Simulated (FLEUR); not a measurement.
# Au (Fm-3m) in FLEUR: further runs, part 2 of 2

FLEUR MaX-R8.1 (later development tree).

## 6. Equation of state, PBEsol, 17.53 Å³/atom (volume scaled by 1.04)

The input, inp.xml:

```xml
<?xml version="1.0" encoding="UTF-8" standalone="no"?>
<fleurInput fleurInputVersion="0.39">
   <comment>
      Au                                                                                                  
   </comment>
   <calculationSetup>
      <cutoffs Kmax="3.8" Gmax="11.8" GmaxXC="11.8" numbands="0"/>
      <scfLoop itmax="60" minDistance="0.00001" maxIterBroyd="15" imix="Anderson" alpha="0.05" precondParam="0.0" spinf="2.0" sdNocoIR="T"/>
      <coreElectrons ctail="T" frcor="F" kcrel="0" coretail_lmax="0"/>
      <xcFunctional name="PBEs" relativisticCorrections="F"/>
      <magnetism jspins="1"/>
      <soc l_soc="F" theta="0.0" phi="0.0" spav="F"/>
      <expertModes spex="0" secvar="F"/>
      <geometryOptimization l_f="F" forcealpha="1.0" forcemix="BFGS" epsdisp="0.00001" epsforce="0.00001"/>
      <ldaU l_linMix="F" mixParam="0.05" spinf="1.0"/>
   </calculationSetup>
   <cell>
      <bzIntegration valenceElectrons="19.0" mode="hist" fermiSmearingEnergy="0.00183747">
         <kPointListSelection listName="default-1"/>
         <!-- k-points included here -->
         <xi:include xmlns:xi="http://www.w3.org/2001/XInclude" href="kpts.xml"> </xi:include>
      </bzIntegration>
      <!-- symmetry operations included here -->
      <xi:include xmlns:xi="http://www.w3.org/2001/XInclude" href="sym.xml"> </xi:include>
      <bulkLattice scale="1.0131594038">
         <bravaisMatrix>
            <row-1>    0.0000000000000000     3.8455926635609998     3.8455926635609998</row-1>
            <row-2>    3.8455926635609998     0.0000000000000000     3.8455926635609998</row-2>
            <row-3>    3.8455926635609998     3.8455926635609998     0.0000000000000000</row-3>
         </bravaisMatrix>
      </bulkLattice>
   </cell>
   <atomSpecies>
      <species name="Gold (Au)" element="Au" atomicNumber="79">
         <mtSphere radius="2.47" gridPoints="833" logIncrement="0.016"/>
         <atomicCutoffs lmax="10" lnonsphr="8"/>
         <electronConfig flipSpins="F">
            <coreConfig>(1s1/2) (2s1/2) (2p1/2) (2p3/2) (3s1/2) (3p1/2) (3p3/2) (4s1/2) (3d3/2) (3d5/2) (4p1/2) (4p3/2) (4d3/2) (4d5/2) (4f5/2) (4f7/2)</coreConfig>
            <valenceConfig>(5s1/2) (5p1/2) (5p3/2) (6s1/2) (5d3/2) (5d5/2)</valenceConfig>
            <stateOccupation state="(6s1/2)" spinUp="0.500000" spinDown="0.500000"/>
         </electronConfig>
         <energyParameters s="6" p="6" d="5" f="5"/>
         <lo type="SCLO" l="0" n="5" eDeriv="0"/>
         <lo type="SCLO" l="1" n="5" eDeriv="0"/>
         <lo type="SCLO" l="1" n="5" eDeriv="1"/>
         <lo type="SCLO" l="2" n="5" eDeriv="2"/>
         <lo type="SCLO" l="3" n="5" eDeriv="2"/>
      </species>
   </atomSpecies>
   <atomGroups>
      <atomGroup species="Gold (Au)">
         <relPos label="                   1">.0000000000 .0000000000 .0000000000</relPos>
         <force calculate="T" relaxXYZ="TTT"/>
      </atomGroup>
   </atomGroups>
   <output dos="F" band="F" slice="F">
      <checks vchk="F" cdinf="F"/>
      <bandDOS minEnergy="-.5*Htr" maxEnergy="0.5*Htr" sigma="0.015" storeEVData="T"/>
      <vacuumDOS vacdos="F" integ="F" star="F" nstars="0" locx1="0.0" locy1="0.0" locx2="0.0" locy2="0.0" nstm="0" tworkf="0.0"/>
      <unfoldingBand unfoldBand="F" supercellX="1" supercellY="1" supercellZ="1"/>
      <plotting iplot="0" polar="F">
         <plot TwoD="T" vec1="  1.0  0.0  0.0" vec2="  0.0  1.0  0.0" vec3="  0.0  0.0  1.0" zero="  0.0  0.0  0.0" file="plot"/>
      </plotting>
      <chargeDensitySlicing numkpt="0" minEigenval="0.0" maxEigenval="0.0" nnne="0" pallst="F"/>
      <specialOutput eonly="F"/>
      <moessbauerParams electricFieldGradient="T" isomerShift="T" coreHyperfine="T" valenceHyperfine="T"/>
      <magneticCircularDichroism mcd="F" energyLo="-10.0" energyUp="0.0"/>
   </output>
  <!-- We include the file relax.xml here to enable relaxations (see documentation) -->
  <xi:include xmlns:xi="http://www.w3.org/2001/XInclude" href="relax.xml"> <xi:fallback/> </xi:include>
</fleurInput>
```

Potentials or basis: all-electron, FLAPW.

Started as:

```
$ inpgen -f crystal.txt -profile fastHighL
$ # inp.xml edited to the form shown
$ fleur_MPI
```

Run time: 7.8 s. Hardware: 1 thread of Arm Neoverse V2, shared host; peak memory 0.09 GiB.

It converged, with:

* Free energy: -518177.4438 eV
* Band gap on the k mesh: none (metal or under the smearing width)
* Valence electrons inside the program's atomic spheres: Au 17.31 (radii Au 2.47 bohr)

## 7. Equation of state, PBEsol, 17.87 Å³/atom (volume scaled by 1.06)

Edit inp.xml of step 6 so:

```diff
@@ -24,3 +24,3 @@
       <xi:include xmlns:xi="http://www.w3.org/2001/XInclude" href="sym.xml"> </xi:include>
-      <bulkLattice scale="1.0131594038">
+      <bulkLattice scale="1.0196128224">
          <bravaisMatrix>
```

Started as:

```
$ inpgen -f crystal.txt -profile fastHighL
$ # inp.xml edited to the form shown
$ fleur_MPI
```

Wall time 8 s (1 thread of Arm Neoverse V2, shared host); peak memory 0.09 GiB.

The run converged. Its results:

```
Free energy                                           : -518177.4308 eV
Band gap on the k mesh                                : none (metal or under the smearing width)
Valence electrons inside the program's atomic spheres : Au 17.28 (radii Au 2.47 bohr)
```

## 8. Equation of state, PBEsol

This step only gathers the single runs of the series.

Results:

| Item | Value |
| --- | --- |
| Equilibrium volume | 17.00 Å³/atom |
| Bulk modulus | 175 GPa |
| Pressure derivative of the bulk modulus | 6.2 (rough: it moves with the points fitted) |

Energy against volume, from the lowest point:
```tsv
volume (Å³/atom)	energy (meV/atom)
15.843	50.27
16.181	23.67
16.855	0.00
17.529	7.72
17.866	20.76
```

## 9. Band structure, PBEsol, spin-orbit coupling, no magnetisation

Edit inp.xml of step 7 so:

```diff
@@ -6,3 +6,3 @@
    <calculationSetup>
-      <cutoffs Kmax="3.8" Gmax="11.8" GmaxXC="11.8" numbands="0"/>
+      <cutoffs Kmax="3.8" Gmax="11.8" GmaxXC="11.8" numbands="all"/>
       <scfLoop itmax="60" minDistance="0.00001" maxIterBroyd="15" imix="Anderson" alpha="0.05" precondParam="0.0" spinf="2.0" sdNocoIR="T"/>
@@ -11,3 +11,3 @@
       <magnetism jspins="1"/>
-      <soc l_soc="F" theta="0.0" phi="0.0" spav="F"/>
+      <soc l_soc="T" theta="0.0" phi="0.0" spav="F"/>
       <expertModes spex="0" secvar="F"/>
@@ -24,3 +24,3 @@
       <xi:include xmlns:xi="http://www.w3.org/2001/XInclude" href="sym.xml"> </xi:include>
-      <bulkLattice scale="1.0196128224">
+      <bulkLattice scale="1.0">
          <bravaisMatrix>
@@ -34,3 +34,3 @@
       <species name="Gold (Au)" element="Au" atomicNumber="79">
-         <mtSphere radius="2.47" gridPoints="833" logIncrement="0.016"/>
+         <mtSphere radius="2.52" gridPoints="833" logIncrement="0.016"/>
          <atomicCutoffs lmax="10" lnonsphr="8"/>
```

The input, crystal.txt:

```
Au
&input cartesian=F /
0.0000000000  2.0350000000  2.0350000000
2.0350000000  0.0000000000  2.0350000000
2.0350000000  2.0350000000  0.0000000000
1.8897261246
1.0 1.0 1.0

1
79 0.0000000000  0.0000000000  0.0000000000

&soc 0.0 0.0 /
&kpt div1=8 div2=8 div3=8 gamma=T /
```

The input, inp.xml (bands):

```
<?xml version="1.0" encoding="UTF-8" standalone="no"?>
<fleurInput fleurInputVersion="0.39">
   <comment>
      Au                                                                                                  
   </comment>
   <calculationSetup>
      <cutoffs Kmax="3.8" Gmax="11.8" GmaxXC="11.8" numbands="all"/>
      <scfLoop itmax="60" minDistance="0.00001" maxIterBroyd="15" imix="Anderson" alpha="0.05" precondParam="0.0" spinf="2.0" sdNocoIR="T"/>
      <coreElectrons ctail="T" frcor="F" kcrel="0" coretail_lmax="0"/>
      <xcFunctional name="PBEs" relativisticCorrections="F"/>
      <magnetism jspins="1"/>
      <soc l_soc="T" theta="0.0" phi="0.0" spav="F"/>
      <expertModes spex="0" secvar="F"/>
      <geometryOptimization l_f="F" forcealpha="1.0" forcemix="BFGS" epsdisp="0.00001" epsforce="0.00001"/>
      <ldaU l_linMix="F" mixParam="0.05" spinf="1.0"/>
   </calculationSetup>
   <cell>
      <bzIntegration valenceElectrons="19.0" mode="hist" fermiSmearingEnergy="0.00183747">
         <kPointListSelection listName="path-1"/>
         <!-- k-points included here -->
         <xi:include xmlns:xi="http://www.w3.org/2001/XInclude" href="kpts.xml"> </xi:include>
      </bzIntegration>
      <!-- symmetry operations included here -->
      <xi:include xmlns:xi="http://www.w3.org/2001/XInclude" href="sym.xml"> </xi:include>
      <bulkLattice scale="1.0">
         <bravaisMatrix>
            <row-1>    0.0000000000000000     3.8455926635609998     3.8455926635609998</row-1>
            <row-2>    3.8455926635609998     0.0000000000000000     3.8455926635609998</row-2>
            <row-3>    3.8455926635609998     3.8455926635609998     0.0000000000000000</row-3>
         </bravaisMatrix>
      </bulkLattice>
   </cell>
   <atomSpecies>
      <species name="Gold (Au)" element="Au" atomicNumber="79">
         <mtSphere radius="2.52" gridPoints="833" logIncrement="0.016"/>
         <atomicCutoffs lmax="10" lnonsphr="8"/>
         <electronConfig flipSpins="F">
            <coreConfig>(1s1/2) (2s1/2) (2p1/2) (2p3/2) (3s1/2) (3p1/2) (3p3/2) (4s1/2) (3d3/2) (3d5/2) (4p1/2) (4p3/2) (4d3/2) (4d5/2) (4f5/2) (4f7/2)</coreConfig>
            <valenceConfig>(5s1/2) (5p1/2) (5p3/2) (6s1/2) (5d3/2) (5d5/2)</valenceConfig>
            <stateOccupation state="(6s1/2)" spinUp="0.500000" spinDown="0.500000"/>
         </electronConfig>
         <energyParameters s="6" p="6" d="5" f="5"/>
         <lo type="SCLO" l="0" n="5" eDeriv="0"/>
         <lo type="SCLO" l="1" n="5" eDeriv="0"/>
         <lo type="SCLO" l="1" n="5" eDeriv="1"/>
         <lo type="SCLO" l="2" n="5" eDeriv="2"/>
         <lo type="SCLO" l="3" n="5" eDeriv="2"/>
      </species>
   </atomSpecies>
   <atomGroups>
      <atomGroup species="Gold (Au)">
         <relPos label="                   1">.0000000000 .0000000000 .0000000000</relPos>
         <force calculate="T" relaxXYZ="TTT"/>
      </atomGroup>
   </atomGroups>
   <output dos="F" band="T" slice="F">
      <checks vchk="F" cdinf="F"/>
      <bandDOS minEnergy="-.5*Htr" maxEnergy="0.5*Htr" sigma="0.015" storeEVData="T"/>
      <vacuumDOS vacdos="F" integ="F" star="F" nstars="0" locx1="0.0" locy1="0.0" locx2="0.0" locy2="0.0" nstm="0" tworkf="0.0"/>
      <unfoldingBand unfoldBand="F" supercellX="1" supercellY="1" supercellZ="1"/>
      <plotting iplot="0" polar="F">
         <plot TwoD="T" vec1="  1.0  0.0  0.0" vec2="  0.0  1.0  0.0" vec3="  0.0  0.0  1.0" zero="  0.0  0.0  0.0" file="plot"/>
      </plotting>
      <chargeDensitySlicing numkpt="0" minEigenval="0.0" maxEigenval="0.0" nnne="0" pallst="F"/>
      <specialOutput eonly="F"/>
      <moessbauerParams electricFieldGradient="T" isomerShift="T" coreHyperfine="T" valenceHyperfine="T"/>
      <magneticCircularDichroism mcd="F" energyLo="-10.0" energyUp="0.0"/>
   </output>
  <!-- We include the file relax.xml here to enable relaxations (see documentation) -->
  <xi:include xmlns:xi="http://www.w3.org/2001/XInclude" href="relax.xml"> <xi:fallback/> </xi:include>
</fleurInput>
```

Potentials or basis: all-electron, FLAPW.

Started as:

```
$ inpgen -f crystal.txt -profile fastHighL
$ # inp.xml edited to the form shown
$ fleur_MPI
$ fleur_MPI   # second run, on inp.xml (bands)
```

Wall time 2.2 min (1 thread of Arm Neoverse V2, shared host); peak memory 0.12 GiB.

It converged, with:

```
Free energy                                           : -518179.5669 eV
Band gap along the path                               : none (metal or under the smearing width)
Valence electrons inside the program's atomic spheres : Au 17.51 (radii Au 2.52 bohr)
```

Levels at the corners of the path, in eV from the Fermi level:
| point | band 16 | band 17 | band 18 | band 19 | band 20 | band 21 |
| --- | --- | --- | --- | --- | --- | --- |
| Γ | -4.24 | -2.99 | -2.99 | -2.99 | -2.99 | 14.35 |
| X | -2.07 | -1.04 | -1.04 | 0.81 | 0.81 | 5.81 |
| W | -3.25 | -1.62 | -1.62 | 4.67 | 4.67 | 5.72 |
| K | -2.99 | -1.94 | -1.94 | 3.74 | 3.74 | 4.64 |
| Γ | -4.24 | -2.99 | -2.99 | -2.99 | -2.99 | 14.35 |
| L | -2.33 | -1.62 | -1.62 | -1.14 | -1.14 | 3.12 |
| U | -2.99 | -1.94 | -1.94 | 3.74 | 3.74 | 4.64 |
| W | -3.25 | -1.62 | -1.62 | 4.67 | 4.67 | 5.72 |
| L | -2.33 | -1.62 | -1.62 | -1.14 | -1.14 | 3.12 |
| K | -2.99 | -1.94 | -1.94 | 3.74 | 3.74 | 4.64 |
| U | -2.99 | -1.94 | -1.94 | 3.74 | 3.74 | 4.64 |
| X | -2.07 | -1.04 | -1.04 | 0.81 | 0.81 | 5.81 |

Core levels (eV from the Fermi level):
```csv
atom,levels
1 Au,"1s1/2 -80626.8, 2s1/2 -14212.8, 2p1/2 -13628.3, 2p3/2 -11793.4, 3s1/2 -3352.3, 3p1/2 -3089.9, 3p3/2 -2685.0, 4s1/2 -725.5, 3d3/2 -2249.6, 3d5/2 -2162.6, 4p1/2 -613.7, 4p3/2 -516.5, 4d3/2 -333.6, 4d5/2 -315.5, 4f5/2 -80.9, 4f7/2 -77.0"
```

## 10. Against experiment

Step 8. Measured bulk modulus of Au: 167 GPa (quoted in “Exploring toroidal anvil profiles for larger sample volumes above 4 Mbar”, 2024, pmc:11102561). This calculation gives 175 GPa (+5.0 %). The fit is for a static lattice scaled at fixed shape and fixed fractional positions.
